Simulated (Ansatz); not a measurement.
MoS2 in the 3R-MoS2 structure at its r2SCAN+rVV10 geometry, in the plane-wave code Ansatz. One HSE06 run serves as the base. The settings are then varied one at a time, some on purpose to values that make no sense. Doubtful ones may also carry a cap on iterations. All numbers are computed, and spin polarisation is off unless an edit sets a moment.

Base input:
```yaml
crystal:
  lattice:
    - [1.5875907338, 0.9165959375, 6.1939396005]
    - [-1.5875907338, 0.9165959375, 6.1939396005]
    - [0.0, -1.8331918751, 6.1939396005]
  atoms:
    - { symbol: Mo, position: [-1.46006e-05, -1.46006e-05, -1.46006e-05] }
    - { symbol: S, position: [0.417001512, 0.417001512, 0.417001512] }
    - { symbol: S, position: [0.2496797553, 0.2496797553, 0.2496797553] }
kpoints:
  mp_grid: { grid: [4, 4, 4] }
hamiltonian:
  xc: hse06
scf:
  occupations: { method: fixed }
  n_extra_bands: 4
output:
  forces: true
  stress: true
  eigenvalues: true
```

Base results:
```
Basis set: ecut = 420 eV, 1035 PW (Γ), FFT grids on a1−a3, a2−a3, a3
Symmetry: 6 space group operations
Space group: R3m (ITA 160)
k-points: 13 of 64 (time reversal used)
Exchange kernel: α = 0.2500, screened, ω = 0.2079 Å⁻¹, Wigner–Seitz truncation, v(0) = 1002.2915 eV·Å³, q-mesh 4×4×4
hybrid SCF converged: 2 outer / 14 inner (+4 warm-up)
Free energy (F): -6765.848552 eV
Fermi energy:    10.414231 eV
--- Forces (eV/Å), atoms counted from 1 ---
  atom   1  Mo      0.00000      0.00000    -0.00080
  atom   2  S       0.00000      0.00000    -0.45304
  atom   3  S       0.00000      0.00000      0.45382
--- Stress (GPa, compression-positive) ---
       -3.258976       0.000000       0.000000
        0.000000      -3.258976       0.000000
        0.000000       0.000000      -1.782604
  P = ⅓ Tr σ = -2.7669 GPa (-27.669 kbar)
```
The gap over this mesh is 1.752 eV.

Command: `ansatz run input.yaml --threads 4 --pin off --max-ram 3686MiB --backend cpu --events-out ev --progress --plain --runs-dir out`. It took 13 s on 4 threads of Intel(R) Xeon(R) Platinum 8375C CPU @ 2.90GHz (Ice Lake) (shared host); peak host memory 0.88 GiB.

Task: The input is altered as follows. How does the run end?
```yaml
scf:
  mixing: { beta: 0.005 }
  max_iter: 72
```

Result: It converges in 21 iterations against the base's 18. The result is the base's, as it should be for a key that only affects how the solution is found.

Task: What happens with this change?
```yaml
hamiltonian:
  xc:
    exchange: pbe
    correlation: pbe
    exx: { coeff: 0.15, omega: 0.2078 }
```

Result: That is 15 % exact exchange, screened with ω = 0.2078 1/Å, against HSE06's 25 % screened at 0.208 1/Å. The mean stress moves by +1.9 GPa and the gap on the mesh by -0.218 eV (to 1.535). Totals of different functionals aren't comparable.
```
Exchange kernel: α = 0.1500, screened, ω = 0.2078 Å⁻¹, Wigner–Seitz truncation, v(0) = 1002.8909 eV·Å³, q-mesh 4×4×4
hybrid SCF converged: 2 outer / 11 inner (+4 warm-up)
Free energy (F): -6764.624237 eV
Fermi energy:    10.569192 eV
--- Forces (eV/Å), atoms counted from 1 ---
  atom   1  Mo      0.00000      0.00000    -0.00174
  atom   2  S       0.00000      0.00000    -0.24205
  atom   3  S       0.00000      0.00000      0.24375
--- Stress (GPa, compression-positive) ---
       -1.416387       0.000000       0.000000
        0.000000      -1.416387       0.000000
        0.000000       0.000000       0.178412
  P = ⅓ Tr σ = -0.8848 GPa (-8.848 kbar)
--- Band table (eV; the first three rows and the last of 13) ---
  k-point 0: bands = […, 6.9487, 6.9487, 8.1847, 8.1847, 9.1680, 9.3842, 13.0087, 13.0087, 13.3913, 13.3913]
  k-point 1: bands = […, 5.5870, 6.2020, 7.1018, 7.8690, 8.7741, 8.9806, 12.1535, 12.6972, 13.5871, 14.0605]
  k-point 2: bands = […, 4.6890, 5.2356, 6.3447, 8.0317, 8.8099, 9.0243, 12.5308, 12.9724, 14.5159, 14.5354]
  k-point 12: bands = […, 6.8733, 6.9329, 6.9329, 8.2155, 8.2155, 10.5692, 13.1033, 13.1033, 13.2560, 13.2560]
```

Task: What happens with this change?
```yaml
hamiltonian:
  xc: { exchange: pbe, correlation: pbe, exx: { coeff: 0.4, omega: 0.5 } }
```

Result: That is 40 % exact exchange, screened with ω = 0.5 1/Å, against HSE06's 25 % screened at 0.208 1/Å. The mean stress moves by -0.6 GPa and the gap on the mesh by -0.199 eV (to 1.554). Totals of different functionals aren't comparable.
Lines that differ from the base's log, and the results:
```
Exchange kernel: α = 0.4000, screened, ω = 0.5000 Å⁻¹, Wigner–Seitz truncation, v(0) = 180.9510 eV·Å³, q-mesh 4×4×4
hybrid SCF converged: 2 outer / 14 inner (+5 warm-up)
Free energy (F): -6767.687387 eV
Fermi energy:    10.494037 eV
--- Forces (eV/Å), atoms counted from 1 ---
  atom   1  Mo      0.00000      0.00000    -0.00058
  atom   2  S       0.00000      0.00000    -0.54570
  atom   3  S       0.00000      0.00000      0.54626
--- Stress (GPa, compression-positive) ---
       -3.726347       0.000000       0.000000
        0.000000      -3.726347       0.000000
        0.000000       0.000000      -2.760728
  P = ⅓ Tr σ = -3.4045 GPa (-34.045 kbar)
--- Band table (eV; the first three rows and the last of 13) ---
  k-point 0: bands = […, 6.7807, 6.7807, 8.0528, 8.0528, 9.0098, 9.3047, 13.0466, 13.0466, 13.3998, 13.3998]
  k-point 1: bands = […, 5.3433, 5.9850, 6.9326, 7.7175, 8.6179, 8.8949, 12.1092, 12.6899, 13.6480, 14.1513]
  k-point 2: bands = […, 4.4200, 4.9665, 6.1491, 7.8537, 8.6683, 8.9286, 12.5389, 12.9430, 14.5967, 14.6499]
  k-point 12: bands = […, 6.6899, 6.7642, 6.7642, 8.0848, 8.0848, 10.4940, 13.1408, 13.1408, 13.2639, 13.2639]
```

Task: Predict the outcome of this edit.
```yaml
scf:
  exx: { ecutfock_ratio: 2 }
```

Result: Energy, stress and gap stay within 1 meV an atom, 0.1 GPa and 0.005 eV of the base. The result hardly depends on this setting here.

Task: Predict the outcome of this edit.
```yaml
scf:
  mixing: { ndim: 1 }
  max_iter: 76
```

Result: The run did not converge. It stopped after 76 iterations; the base needs 18. Nothing that it printed is a property of the solid.
```
[warm-up without exact exchange]
SCF iter   1: HF=-6762.822818 eV  Δρ=5.56e-3  dr2=4.16e-3
SCF iter   2: HF=-6762.827662 eV  Δρ=2.87e-3  dr2=1.30e-3
SCF iter   3: HF=-6762.829319 eV  Δρ=1.75e-3  dr2=1.91e-3
SCF iter   4: HF=-6762.830741 eV  Δρ=2.36e-3  dr2=8.70e-3
SCF iter   5: HF=-6762.836085 eV  Δρ=5.14e-3  dr2=4.54e-2
SCF iter   6: HF=-6762.863806 eV  Δρ=1.17e-2  dr2=2.37e-1
SCF iter   7: HF=-6763.009099 eV  Δρ=2.74e-2  dr2=1.29e0
SCF iter   8: HF=-6763.784466 eV  Δρ=5.93e-2  dr2=6.27e0
SCF iter   9: HF=-6767.644916 eV  Δρ=1.53e-1  dr2=3.81e1
SCF iter  10: HF=-6788.143852 eV  Δρ=2.48e-1  dr2=1.26e2
[…]
SCF iter  67: HF=-7115.867127 eV  Δρ=6.89e-1  dr2=1.47e3
SCF iter  68: HF=-7251.587339 eV  Δρ=6.64e-1  dr2=1.32e3
SCF iter  69: HF=-7051.326106 eV  Δρ=6.15e-1  dr2=1.20e3
SCF iter  70: HF=-7198.426602 eV  Δρ=6.93e-1  dr2=1.49e3
SCF iter  71: HF=-7190.219785 eV  Δρ=6.43e-1  dr2=1.21e3
SCF iter  72: HF=-7056.884615 eV  Δρ=6.56e-1  dr2=1.35e3
SCF iter  73: HF=-7255.509406 eV  Δρ=6.72e-1  dr2=1.40e3
SCF iter  74: HF=-7091.957654 eV  Δρ=6.11e-1  dr2=1.15e3
SCF iter  75: HF=-7133.776085 eV  Δρ=6.94e-1  dr2=1.48e3
SCF iter  76: HF=-7243.414850 eV  Δρ=6.61e-1  dr2=1.30e3
```
```
Error: did not converge after 76 iterations: dr2 = 1.30e3 (threshold 1.00e-7), under the density mixer `msr1`, which `scf.mixing.algorithm: auto` chose by the deck's other keys (type `scf.mixing.algorithm: msr1` to keep it); this SCF is the semilocal warm-up of a hybrid solve, ahead of its exchange loop […]
```

The runs are scalar-relativistic, without spin-orbit coupling.

The program warns that its thresholds are loose for a hybrid's stress.

The meshes of the hybrids are coarse, so their gaps aren't converged to the digits shown.
